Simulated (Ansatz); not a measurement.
# BaTiO3 (R3m) in Ansatz: convergence with k mesh

Aim: find how far k mesh must go before the results for BaTiO3 settle, at PBEsol+U. This setting moves, with any that are tied to it; all else stays.

Everything below comes from runs of Ansatz 0.2.0. Logs are shortened: lines on timing, memory, paths and dates and some standing lists are left out, and cuts for length are marked.

### Step 1. The crystal as given

It takes space group R3m (No. 160, trigonal). The conventional cell has a = 5.655 Å, b = 5.655 Å, c = 6.955 Å, α = 90.00°, β = 90.00°, γ = 120.00°. Ba (site symmetry 3m) is surrounded by 12 O at 2.79 to 2.89 Å. Ti (site symmetry 3m) is surrounded by 6 O at 1.87 to 2.14 Å. Around O (site symmetry m) lie 2 Ti at 1.87 to 2.14 Å.

### Step 2. With k mesh 2 × 2 × 2

input.yaml

```yaml
crystal:
  lattice:
    - [2.8273666084, 1.6323808724, 2.3183934932]
    - [-2.8273666084, 1.6323808724, 2.3183934932]
    - [0.0, -3.2647617449, 2.3183934932]
  atoms:
    - { symbol: Ba, position: [0.0, 0.0, 0.0] }
    - { symbol: Ti, position: [0.4845, 0.4845, 0.4845] }
    - { symbol: O, position: [0.5086, 0.0175, 0.5086] }
    - { symbol: O, position: [0.0175, 0.5086, 0.5086] }
    - { symbol: O, position: [0.5086, 0.5086, 0.0175] }
hamiltonian:
  xc: pbesol
  pseudopotentials: { kind: paw }
  hubbard: { sites: [{ species: Ti, l: d, u_eff: 6.0 }] }
kpoints:
  mp_grid: { grid: [2, 2, 2] }
scf:
  occupations: { method: fermi_dirac, width: 0.05 }
output:
  forces: true
  stress: true
  eigenvalues: true
```

Potentials or basis: Ansatz PAW.

Command:

```sh
ansatz run input.yaml --threads 2 --pin off --max-ram 5632MiB --backend cpu --events-out ev --progress --plain --runs-dir out
```

The program printed:

```text
Warning: RAYON_NUM_THREADS=2 ignored (pool sized by the plan → 2); use --threads N
Ba: projections on atomic orbitals take those of the free atom [Kr 4d10] 5s2 5p6 6s2, of charge +0.00 (hamiltonian.pseudopotentials.projection_atoms); the dataset's partial waves leave at most 9.7e-6 of an orbital's norm unspanned inside its sphere
Ti: projections on atomic orbitals take those of the free atom [Ne] 3s2 3p6 3d2 4s2, of charge +0.00 (hamiltonian.pseudopotentials.projection_atoms); the dataset's partial waves leave at most 4.1e-7 of an orbital's norm unspanned inside its sphere
O: projections on atomic orbitals take those of the free atom [He] 2s2 2p4, of charge +0.00 (hamiltonian.pseudopotentials.projection_atoms); the dataset's partial waves leave at most 1.9e-8 of an orbital's norm unspanned inside its sphere
Engine: ansatz 0.2.0, aarch64-unknown-linux-gnu
Pseudopotentials: kind: paw
Pseudopotential: Ba, paw, valence charge 10, recommended cutoff 420 eV (normal), Ba.paw.azcp
Pseudopotential: Ti, paw, valence charge 12, recommended cutoff 420 eV (normal), Ti.paw.azcp
Pseudopotential: O, paw, valence charge 6, recommended cutoff 420 eV (normal), O.paw.azcp
Functional definition: PBEsol
  exchange = pbesol_x
  correlation = pbesol_c
Crystal: 5 atoms, lattice volume = 64.201 Å³
Basis set: ecut = 420 eV, 1237 PW (Γ), exchange–correlation on 54×54×54 points (8 copies of the dense FFT grid, shifted against one another)
Bands: 25, of which v1, the nominal top of the filled ones, is band 20 counted from 1 (19 counted from 0)
Symmetry: 6 space group operations
Space group: R3m (ITA 160), of the structure as read, at distance tolerance 4.0e-5 Å
k-points: 4 of 8
Non-local potential: Ba, projectors of the file, l = 0: 3, l = 1: 2, l = 2: 2, l = 3: 2
Non-local potential: Ti, projectors of the file, l = 0: 3, l = 1: 2, l = 2: 3, l = 3: 1
Non-local potential: O, projectors of the file, l = 0: 2, l = 1: 2, l = 2: 1
PAW form: soft (Blöchl's): semilocal exchange-correlation on the pseudo side does not see the compensation charge
PAW frozen core: Ba, regenerated for the run's functional, and the local potential with it (the file was generated under x = pbe(κ = 0.804, μ = 0.2195149727645171), c = pbe(β = 0.06672455060314922))
PAW frozen core: Ti, regenerated for the run's functional, and the local potential with it (the file was generated under x = pbe(κ = 0.804, μ = 0.2195149727645171), c = pbe(β = 0.06672455060314922))
PAW frozen core: O, regenerated for the run's functional, and the local potential with it (the file was generated under x = pbe(κ = 0.804, μ = 0.2195149727645171), c = pbe(β = 0.06672455060314922))
PAW one-centre angular grid: Ba, 194 points (default); XC on 64 Gauss nodes
PAW one-centre angular grid: Ti, 590 points (default); XC on 64 Gauss nodes
PAW one-centre angular grid: O, 110 points (default); XC on 64 Gauss nodes
Initial density: superposition of atomic densities (chi_scale 0.1, normalization cell, long waves kept (reshape's long-wave potential 0.00 eV rms))
Initial wavefunctions: pseudopotential atomic-orbital guess
Functional: x = pbesol(κ = 0.804, μ = 0.12345679012345678), c = pbesol(β = 0.046)
SCF iter   1: F=—  HF=-10022.876283 eV  |F-HF|=—  |Δ(HF+E_count)|=         —  Δρ=6.67e-2  dr2=4.05e0  ethr=3.10e-3  ⟨swp⟩=7.0  Hψ=533  notcnv=0
preconditioner: auto → Resta (q_TF=auto, 2.521 Å⁻¹)  ε∞=5.2  [insulator: Δε(μ)=3.921 eV  Ē_g=12.417 eV  σ=0.050 eV  W_gap=1.00  n_scr=18 (ndim 8)  ℏωp=25.4 eV  f_vac=0.000  D(μ)=0.00/eV (n_scr^D=0)  ε∞_Penn≈5.2]
SCF iter   2: F=—  HF=-10021.972901 eV  |F-HF|=—  |Δ(HF+E_count)|=   9.03e-1  Δρ=3.28e-2  dr2=7.26e-1  ethr=3.10e-3  ⟨swp⟩=3.0  Hψ=243  notcnv=0  defer=4
SCF iter   3: F=—  HF=-10021.832420 eV  |F-HF|=—  |Δ(HF+E_count)|=   1.40e-1  Δρ=1.26e-2  dr2=1.27e-1  ethr=1.81e-3  ⟨swp⟩=2.5  Hψ=189  notcnv=0  defer=4
SCF iter   4: F=—  HF=-10021.820686 eV  |F-HF|=—  |Δ(HF+E_count)|=   1.17e-2  Δρ=7.27e-3  dr2=3.22e-2  ethr=3.18e-4  ⟨swp⟩=2.5  Hψ=186  notcnv=0  defer=4
SCF iter   5: F=—  HF=-10021.817707 eV  |F-HF|=—  |Δ(HF+E_count)|=   2.98e-3  Δρ=1.67e-3  dr2=1.90e-3  ethr=8.05e-5  ⟨swp⟩=2.2  Hψ=190  notcnv=0  defer=4
SCF iter   6: F=—  HF=-10021.817707 eV  |F-HF|=—  |Δ(HF+E_count)|=   2.78e-7  Δρ=3.88e-4  dr2=9.77e-5  ethr=4.74e-6  ⟨swp⟩=2.2  Hψ=170  notcnv=0  defer=4
SCF iter   7: F=—  HF=-10021.817710 eV  |F-HF|=—  |Δ(HF+E_count)|=   2.86e-6  Δρ=8.05e-5  dr2=2.90e-6  ethr=2.44e-7  ⟨swp⟩=2.2  Hψ=161  notcnv=0  defer=4
SCF iter   8: F=—  HF=-10021.817711 eV  |F-HF|=—  |Δ(HF+E_count)|=   1.47e-6  Δρ=1.84e-5  dr2=2.83e-7  ethr=7.25e-9  ⟨swp⟩=2.0  Hψ=166  notcnv=0  defer=4
SCF iter   9: F=-10021.817711 eV  HF=-10021.817711 eV  |F-HF|=6.55e-10  |Δ(HF+E_count)|=   3.21e-9  Δρ=2.51e-6  dr2=3.31e-9  ethr=2.50e-10  ⟨swp⟩=12.2  Hψ=569  notcnv=0
SCF 1 converged in 9 iterations: F = -10021.817711 eV  dr2 = 3.31e-9
SCF converged after 9 iterations
Free energy (F): -10021.817711 eV
Harris-Foulkes:  -10021.817711 eV  (|F-HF|=6.55e-10)
Internal energy: -10021.817711 eV  (E = F + TS)
E sigma→0 (E₀):  -10021.817711 eV
Fermi energy:    11.848169 eV
--- Per-component energies (eV) ---
  E_band       = -146.587115
  E_kinetic    = 969.229129
  E_local      = -2106.391097  (includes V_loc(G=0)·N_el)
  E_nonlocal   = 205.051845
  E_hartree    = 816.920439
  E_xc         = -486.708523
  E_vxc        = -543.659838  (∫ρ·V_xc dr)
  E_hubbard    = 4.955203  (on-site DFT+U / exact-exchange correction)
  E_vhub       = 3.541181  (the Hubbard potential's part of the band-sum identity)
  E_paw        = -6616.065101  (= ΣΔE_a)
  E_vpaw       = -308.206089  (= ΣTr[D̂ρ^β])
  E_aug_tail   = 0.007397  (compensation charges beyond the density's cutoff)
  E_ewald      = -2809.213684
  E_core_change = 0.396681  (= ΣΔE_core)
  E_smearing   = -0.000000  (= −TS)
  E_closure    = -0.000000  (closes the sum)
  Σ components = -10021.817711   (vs F -10021.817711, Δ=0.00e0)
--- Forces (eV/Å), atoms counted from 1 ---
  atom   1  Ba    -0.00000000     0.00000000    -0.28863083
  atom   2  Ti     0.00000000     0.00000000    -0.99966657
  atom   3  O      0.16232296    -0.09371721     0.42943160
  atom   4  O     -0.16232296    -0.09371721     0.42943160
  atom   5  O      0.00000000     0.18743441     0.42943160
  max |Σ_I F_I| component: 2.62e-6 eV/Å
--- Stress (GPa, compression-positive) ---
        2.580543      -0.000000       0.000000
       -0.000000       2.580543      -0.000000
        0.000000      -0.000000       2.632304
  P = ⅓ Tr σ = 2.5978 GPa (25.978 kbar)
--- Band table (eV) ---
  k-point 0: bands = ["-47.3892", "-23.6859", "-23.6796", "-23.6796", "-14.3126", "-6.3949", "-5.5236", "-5.5236", "0.4855", "0.4855", "0.4864", "7.9973", "7.9973", "8.0047", "9.0838", "9.0838", "9.2766", "9.9445", "10.0041", "10.0041", "13.2709", "13.2709", "13.3631", "14.5443", "14.5443"]
  k-point 1: bands = ["-47.3872", "-23.7233", "-23.6818", "-23.6778", "-14.1901", "-6.5754", "-5.4955", "-5.4133", "0.6858", "0.6899", "0.9243", "6.3908", "7.5331", "7.5563", "8.3275", "8.3397", "8.7962", "8.8396", "9.4380", "9.5008", "13.3894", "14.4422", "14.5184", "14.5880", "16.2359"]
  k-point 2: bands = ["-47.3868", "-23.7225", "-23.7184", "-23.6779", "-14.0847", "-5.9175", "-5.6644", "-5.6605", "0.4468", "0.4509", "0.8818", "6.0051", "6.5643", "6.7168", "7.8762", "7.8857", "8.5595", "9.5038", "9.5507", "10.3513", "14.4943", "14.5220", "14.6986", "15.1792", "17.9528"]
  k-point 3: bands = ["-47.3870", "-23.7221", "-23.7161", "-23.7161", "-14.0409", "-5.4842", "-5.4765", "-5.4765", "-0.1868", "-0.1868", "-0.1866", "5.7237", "6.7209", "6.7209", "8.2231", "8.2231", "8.2481", "10.3911", "10.3911", "10.4110", "14.8310", "14.9869", "14.9869", "16.8303", "16.8303"]
Occupation matrices written to <dir>
```

Wall time 1.2 s (2 threads of Arm Neoverse V2, shared host); peak memory 0.32 GiB.

Results:

| Property | Result |
| --- | --- |
| Free energy | -10021.8177 eV |
| Pressure | 2.6 GPa |
| Largest force | 1.000 eV/Å |
| Band gap on the k mesh | 2.86 eV, indirect (least direct gap 3.27 eV) |

### Step 3. With k mesh 3 × 3 × 3

input.yaml: that of step 2 with these lines changed.

```diff
@@ -16,3 +16,3 @@
 kpoints:
-  mp_grid: { grid: [2, 2, 2] }
+  mp_grid: { grid: [3, 3, 3] }
 scf:
```

Potentials or basis: Ansatz PAW.

Command:

```sh
ansatz run input.yaml --threads 2 --pin off --max-ram 5632MiB --backend cpu --events-out ev --progress --plain --runs-dir out
```

Run time: 1.6 s. Hardware: 2 threads of Arm Neoverse V2, shared host; peak memory 0.33 GiB.

Results:

```yaml
Free_energy: -10022.2213 eV
Pressure: 1.2 GPa
Largest_force: 0.464 eV/Å
Band_gap_on_the_k_mesh: 3.31 eV, indirect (least direct gap 3.41 eV)
```

### Step 4. With k mesh 4 × 4 × 4

input.yaml: that of step 3 with these lines changed.

```diff
@@ -16,3 +16,3 @@
 kpoints:
-  mp_grid: { grid: [3, 3, 3] }
+  mp_grid: { grid: [4, 4, 4] }
 scf:
```

Command:

```sh
ansatz run input.yaml --threads 2 --pin off --max-ram 5632MiB --backend cpu --events-out ev --progress --plain --runs-dir out
```

Run time: 2.2 s. Hardware: 2 threads of Arm Neoverse V2, shared host; peak memory 0.35 GiB.

What came out:

```yaml
Free_energy: -10022.2605 eV
Pressure: 1.1 GPa
Largest_force: 0.710 eV/Å
Band_gap_on_the_k_mesh: 3.03 eV, indirect (least direct gap 3.43 eV)
```

### Step 5. With k mesh 5 × 5 × 5

input.yaml: that of step 4 with these lines changed.

```diff
@@ -16,3 +16,3 @@
 kpoints:
-  mp_grid: { grid: [4, 4, 4] }
+  mp_grid: { grid: [5, 5, 5] }
 scf:
```

Command:

```sh
ansatz run input.yaml --threads 2 --pin off --max-ram 5632MiB --backend cpu --events-out ev --progress --plain --runs-dir out
```

It took 2.9 s on 2 threads of Arm Neoverse V2, shared host; peak memory 0.38 GiB.

Results:

- Free energy: -10022.2647 eV
- Pressure: 1.0 GPa
- Largest force: 0.757 eV/Å
- Band gap on the k mesh: 3.15 eV, indirect (least direct gap 3.44 eV)

### Step 6. With k mesh 6 × 6 × 6

input.yaml: that of step 5 with these lines changed.

```diff
@@ -16,3 +16,3 @@
 kpoints:
-  mp_grid: { grid: [5, 5, 5] }
+  mp_grid: { grid: [6, 6, 6] }
 scf:
```

Potentials or basis: Ansatz PAW.

Command:

```sh
ansatz run input.yaml --threads 2 --pin off --max-ram 5632MiB --backend cpu --events-out ev --progress --plain --runs-dir out
```

Run time: 4.2 s. Hardware: 2 threads of Arm Neoverse V2, shared host; peak memory 0.41 GiB.

Results (log left out):

```
Free energy            : -10022.2652 eV
Pressure               : 1.1 GPa
Largest force          : 0.766 eV/Å
Band gap on the k mesh : 3.03 eV, indirect (least direct gap 3.44 eV)
```

### Step 7. With k mesh 8 × 8 × 8

input.yaml: that of step 6 with these lines changed.

```diff
@@ -16,3 +16,3 @@
 kpoints:
-  mp_grid: { grid: [6, 6, 6] }
+  mp_grid: { grid: [8, 8, 8] }
 scf:
```

Command:

```sh
ansatz run input.yaml --threads 2 --pin off --max-ram 5632MiB --backend cpu --events-out ev --progress --plain --runs-dir out
```

Run time: 8 s. Hardware: 2 threads of Arm Neoverse V2, shared host; peak memory 0.48 GiB.

Results (log left out):

```
Free energy            : -10022.2654 eV
Pressure               : 1.1 GPa
Largest force          : 0.768 eV/Å
Band gap on the k mesh : 3.03 eV, indirect (least direct gap 3.44 eV)
```

### Step 8. With k mesh 9 × 9 × 9

input.yaml: that of step 7 with these lines changed.

```diff
@@ -16,3 +16,3 @@
 kpoints:
-  mp_grid: { grid: [8, 8, 8] }
+  mp_grid: { grid: [9, 9, 9] }
 scf:
```

Command:

```sh
ansatz run input.yaml --threads 2 --pin off --max-ram 5632MiB --backend cpu --events-out ev --progress --plain --runs-dir out
```

It took 10 s on 2 threads of Arm Neoverse V2, shared host; peak memory 0.53 GiB.

Results (log left out):

| Item | Value |
| --- | --- |
| Free energy | -10022.2654 eV |
| Pressure | 1.1 GPa |
| Largest force | 0.768 eV/Å |
| Band gap on the k mesh | 3.07 eV, indirect (least direct gap 3.44 eV) |

### Step 9. With k mesh 11 × 11 × 11

input.yaml: that of step 8 with these lines changed.

```diff
@@ -16,3 +16,3 @@
 kpoints:
-  mp_grid: { grid: [9, 9, 9] }
+  mp_grid: { grid: [11, 11, 11] }
 scf:
```

Potentials or basis: Ansatz PAW.

Command:

```sh
ansatz run input.yaml --threads 2 --pin off --max-ram 5632MiB --backend cpu --events-out ev --progress --plain --runs-dir out
```

It took 17 s on 2 threads of Arm Neoverse V2, shared host; peak memory 0.67 GiB.

The run converged. Its results:

| Quantity | Value |
| --- | --- |
| Free energy | -10022.2654 eV |
| Pressure | 1.1 GPa |
| Largest force | 0.768 eV/Å |
| Band gap on the k mesh | 3.06 eV, indirect (least direct gap 3.42 eV) |

### Step 10. The series at a glance

```
      k mesh  energy less the tightest run, at zero smearing (meV/atom)  pressure (GPa)  largest force (eV/Å)  gap on the mesh (eV)  SCF cycles  CPU time (s)  peak memory (GiB)
   2 × 2 × 2                                                      89.53            2.60                 1.000                 2.860           9           2.2               0.32
   3 × 3 × 3                                                       8.81            1.15                 0.464                 3.309           9           2.9               0.33
   4 × 4 × 4                                                       0.98            1.06                 0.710                 3.028           9           4.2               0.35
   5 × 5 × 5                                                       0.14            1.05                 0.757                 3.153           8           5.6               0.38
   6 × 6 × 6                                                       0.03            1.05                 0.766                 3.033           8           8.2               0.41
   8 × 8 × 8                                                       0.00            1.05                 0.768                 3.033           8            16               0.48
   9 × 9 × 9                                                       0.01            1.05                 0.768                 3.072           8            21               0.53
11 × 11 × 11                                                       0.00            1.05                 0.768                 3.059           8            34               0.67
```

Against the tightest run, the energy stays within 1 meV/atom from 4 × 4 × 4 on; the pressure stays within 0.1 GPa from 4 × 4 × 4 on; the largest force stays within 0.005 eV/Å from 6 × 6 × 6 on. Not settled before the last step: the gap on the mesh (to 0.01 eV). Meshes of other sizes hit other points, so gaps and Fermi surfaces needn't settle smoothly. The tightest run that finished is the yardstick and may itself not be fully converged.

Caveats: odd divisions of the mesh miss points on the zone boundary, where band edges often lie, so the gap on the mesh can be too wide; spin-orbit coupling is left out, which moves the levels of the heavy elements; the PAW data sets come from PBE, with cores solved anew for the run's functional, which leaves a small shift of forces and pressure.
